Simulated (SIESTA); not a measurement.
Crystal: Co.

```
CELL_PARAMETERS angstrom
2.47200 0.00000 0.00000
-1.23600 2.14081 0.00000
0.00000 0.00000 4.02114
ATOMIC_POSITIONS crystal
Co 0.66667 0.33333 0.75000
Co 0.33333 0.66667 0.25000
```

Program: SIESTA 5.4.2. Alike in all runs: task band structure; spin collinear, ferromagnetic start; cell as given; k mesh 12 × 12 × 7; smearing fermi-dirac 0.05 eV; grid cutoff 800 Ry.

**Question.** Order these runs on this cell by their pressure, lowest first.
A. level PBE; potentials or basis PseudoDojo 0.4 standard (PBE files), DZP (energy shift 0.003 Ry; two zetas on semicore shells); energy shift 0.003 Ry
B. level PBEsol; potentials or basis PseudoDojo 0.4 standard (PBEsol files), DZP (energy shift 0.003 Ry; two zetas on semicore shells); energy shift 0.003 Ry
C. level LDA; potentials or basis PseudoDojo 0.4 standard (LDA files), DZP (energy shift 0.003 Ry; two zetas on semicore shells); energy shift 0.003 Ry
D. level PBE; potentials or basis PseudoDojo 0.4 standard (PBE files), SZ (energy shift 0.01 Ry); energy shift 0.01 Ry

**Answer.** C (-14.7 GPa), B (-5.2 GPa), D (-2.4 GPa), A (5.5 GPa).

Caveats: short orbitals over semicore shells can move pressures by several GPa; the basis of atomic orbitals isn't converged, which shifts pressures, moduli and gaps; the basis has no polarisation orbitals (some runs).

Not every run made on this cell is shown here.
